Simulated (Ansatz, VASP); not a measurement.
# ZrB2: VASP beside Ansatz

```
Zr B
1.0
     3.23727    0.00000    0.00000
    -1.61864    2.80356    0.00000
     0.00000    0.00000    3.63708
Zr B
1 2
Direct
  0.00000 0.00000 0.00000
  0.33333 0.66667 0.50000
  0.66667 0.33333 0.50000
```

Alike in both runs: functional PBE; k mesh 12 × 12 × 10; occupations gaussian, width 0.05 eV; no spin polarisation.

Ansatz relaxed the structure, and its values are those at the end. VASP's run is a single point on that final structure, the one shown.

|  | VASP | Ansatz |
| --- | --- | --- |
| version | VASP 6.6.1 | Ansatz 0.2.0 |
| potentials or method | VASP PAW PBE potentials, release 64 (Zr_sv, B) | scalar-relativistic, plane waves, PAW |
| plane-wave cutoff (eV) | 520 | 420 |
| valence electrons in the cell | 18 | 18 |

|  | VASP | Ansatz | Ansatz less VASP |
| --- | --- | --- | --- |
| gap on the k mesh at the Fermi level (eV) | none | none | - |
| pressure (GPa) | -14.0 | -14.1 | -0.10 |

A gap of «none» marks a metal or a gap that the smearing closes.
